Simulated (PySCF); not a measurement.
Ground-state electric properties of a mixed set of molecules.

All values: PBE0/def2-SVPD (PySCF) at GFN2-xTB geometries, gas phase, one conformer each. Core orbitals are frozen in the response; Δα² is half the sum of the squared differences of the principal polarisabilities.

(1) Rank by HOMO–LUMO gap, highest first.
A. `CC[C@@H](C)CN` (C5H13N)
B. `C#CCCC=C=C=C` (C8H8)
C. `C#CC#CCCC=C` (C8H8)
D. `OCCO` (C2H6O2)

(2) Rank by polarisability anisotropy Δα, lowest first.
A. `[CH2:1]=[C:2]([O:3]/[CH:4]=[CH:5]\[F:6])[C:7]([F:8])([F:9])[F:10]` with C1–C2–O3–C4 32°, C2–O3–C4–C5 29°
B. `[CH:1]#[C:2][C:3]#[C:4][CH2:5][CH2:6][CH:7]=[CH2:8]` with C4–C5–C6–C7 -179°, C5–C6–C7–C8 -118°
C. `[CH3:1][CH2:2][C@@H:3]([CH3:4])[CH2:5][NH2:6]` with C1–C2–C3–C4 166°, C2–C3–C5–N6 176°, C3–C5–N6–H 179° and -62° (2-methylbutylamine)
D. `[CH3:1]/[CH:2]=[C:3](/[C:4](=[O:5])[F:6])[C:7]([F:8])([F:9])[F:10]` with C2–C3–C4–O5 180°
E. `[OH:1][CH2:2][CH2:3][OH:4]` with H–O1–C2–C3 -179°, O1–C2–C3–O4 63°, C2–C3–O4–H -52°
F. `[CH:1]#[C:2][CH2:3][CH2:4][CH:5]=[C:6]=[C:7]=[CH2:8]` with C2–C3–C4–C5 -65°, C3–C4–C5–C6 -117°

(3) Rank by dipole moment, highest first.
A. `[CH3:1]/[CH:2]=[C:3](/[C:4](=[O:5])[F:6])[C:7]([F:8])([F:9])[F:10]` with C2–C3–C4–O5 180°
B. `[CH2:1]=[C:2]([O:3]/[CH:4]=[CH:5]\[F:6])[C:7]([F:8])([F:9])[F:10]` with C1–C2–O3–C4 32°, C2–O3–C4–C5 29°
C. `[OH:1][CH2:2][CH2:3][OH:4]` with H–O1–C2–C3 -179°, O1–C2–C3–O4 63°, C2–C3–O4–H -52° (ethylene glycol)
D. `[CH:1]#[C:2][C:3]#[C:4][CH2:5][CH2:6][CH:7]=[CH2:8]` with C4–C5–C6–C7 -179°, C5–C6–C7–C8 -118°
E. `[CH:1]#[C:2][CH2:3][CH2:4][CH:5]=[C:6]=[C:7]=[CH2:8]` with C2–C3–C4–C5 -65°, C3–C4–C5–C6 -117°

## Answers

(1) D (8.18 eV), A (7.60 eV), C (6.63 eV), B (5.36 eV).

(2) E (0.70 Å³), C (1.93 Å³), A (2.93 Å³), D (5.45 Å³), B (15.55 Å³), F (15.97 Å³).

(3) A (4.83 D), B (3.32 D), C (2.58 D), D (1.17 D), E (0.72 D).

All values together:

```tsv
SMILES	formula	μ (D)	HOMO (eV)	LUMO (eV)	α (Å³)	Δα (Å³)	electrons	α per electron (Å³)
C=C(O/C=C\F)C(F)(F)F	C5H4F4O	3.32	-7.33	-0.75	9.96	2.93	78	0.128
C#CC#CCCC=C	C8H8	1.17	-7.15	-0.52	15.26	15.55	56	0.273
OCCO	C2H6O2	2.58	-7.85	0.33	5.49	0.70	34	0.162
CC[C@@H](C)CN	C5H13N	1.25	-6.78	0.81	10.61	1.93	50	0.212
C#CCCC=C=C=C	C8H8	0.72	-6.81	-1.45	15.86	15.97	56	0.283
C/C=C(/C(=O)F)C(F)(F)F	C5H4F4O	4.83	-9.11	-2.50	9.95	5.45	78	0.128
```

Conformers: `[CH2:1]=[C:2]([O:3]/[CH:4]=[CH:5]\[F:6])[C:7]([F:8])([F:9])[F:10]` with C1–C2–O3–C4 32°, C2–O3–C4–C5 29°; `[CH:1]#[C:2][C:3]#[C:4][CH2:5][CH2:6][CH:7]=[CH2:8]` with C4–C5–C6–C7 -179°, C5–C6–C7–C8 -118°; `[OH:1][CH2:2][CH2:3][OH:4]` with H–O1–C2–C3 -179°, O1–C2–C3–O4 63°, C2–C3–O4–H -52°; `[CH3:1][CH2:2][C@@H:3]([CH3:4])[CH2:5][NH2:6]` with C1–C2–C3–C4 166°, C2–C3–C5–N6 176°, C3–C5–N6–H 179° and -62°; `[CH:1]#[C:2][CH2:3][CH2:4][CH:5]=[C:6]=[C:7]=[CH2:8]` with C2–C3–C4–C5 -65°, C3–C4–C5–C6 -117°; `[CH3:1]/[CH:2]=[C:3](/[C:4](=[O:5])[F:6])[C:7]([F:8])([F:9])[F:10]` with C2–C3–C4–O5 180°.

Task: How closely does the mean polarisability follow the number of electrons in this set?

Result: The correlation coefficient is 0.23; α per electron runs from 0.128 to 0.283 Å³.
